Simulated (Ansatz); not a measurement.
A trial form of C

All numbers below come from DFT PBE, scalar-relativistic, plane waves, PAW in Ansatz 0.2.0. Cutoff 420 eV, Gaussian smearing, Γ-centred meshes. Cell and atoms relax first on a coarse mesh and then on a converged one. In between, the cell is made exact in the group found at 0.06 Å. The steps can't lower the symmetry of their start. No spin polarisation in the relaxation; trial moments died out in a coarse test.

The guess for C was made by a generator: 4-connected net of one element (Cccm, No. 66). Its size is a rough estimate.

```cif
data_structure
_symmetry_space_group_name_H-M 'P 1'
_symmetry_Int_Tables_number 1
_cell_length_a 2.9867
_cell_length_b 2.9867
_cell_length_c 4.2241
_cell_angle_alpha 90.000
_cell_angle_beta 90.000
_cell_angle_gamma 119.645
_cell_volume 32.75
loop_
_atom_site_label
_atom_site_type_symbol
_atom_site_fract_x
_atom_site_fract_y
_atom_site_fract_z
_atom_site_occupancy
C1 C 0.50000 0.50000 0.25000 1
C2 C 0.50000 0.50000 0.75000 1
C3 C 0.30325 0.09165 0.00000 1
C4 C 0.69675 0.90835 0.00000 1
C5 C 0.09165 0.30325 0.50000 1
C6 C 0.90835 0.69675 0.50000 1
```

Energies count from the standard state of C at the same level.

Question: Which structure results?

Answer: The symmetry goes from Cccm (No. 66) to P4_2/mmc (No. 131). The volume per atom grows by 61.0 %, from 5.5 to 8.8 Å³. The shortest distance goes from 1.50 Å (C–C) to 1.33 Å (C–C). The energy falls by about 1.0 eV/atom (the start's value is from the coarse mesh). The end is written in a standard setting, so origin, axes and order of atoms can differ from the start's. Conventional cell: a = 3.438 Å, c = 4.459 Å. Around C on a site of symmetry -4m2 lie 4 C at 1.53 Å; C on a site of symmetry m2m is surrounded by 1 C at 1.33 Å and 2 C at 1.53 Å.

```
C
1.0
     3.43817    0.00000    0.00000
     0.00000    3.43817    0.00000
     0.00000    0.00000    4.45922
C
6
Direct
  0.50000 0.50000 0.75000
  0.50000 0.50000 0.25000
  0.50000 0.19371 0.50000
  0.50000 0.80629 0.50000
  0.19371 0.50000 0.00000
  0.80629 0.50000 0.00000
```

Question: How does it come out in energy, and is it a metal?

Answer: The energy over the standard state is +0.696 eV/atom. The gap on the 8×8×6 mesh of the 6-atom cell is 0.67 eV.

So it is a metastable form at best.

The last run used Gaussian smearing of 0.02 eV. The end has Cccm (No. 66) at a tolerance of 0.01 Å; the cell shown is made exact in the group found at 0.02 Å. Kohn–Sham gaps at this level usually fall short of measured ones. The reference form of C is held partly by dispersion forces, which this level lacks. Symmetry constrained the relaxation, so the result can be a saddle point. In all, the 3 runs took 3.4 min on 1 thread of Intel(R) Xeon(R) Processor @ 2.50GHz (Skylake/Cascade Lake) (shared host). Another cell of C relaxed alike, in Fd-3m, lies 0.56 eV/atom lower, so this cell isn't the stable form at this level.
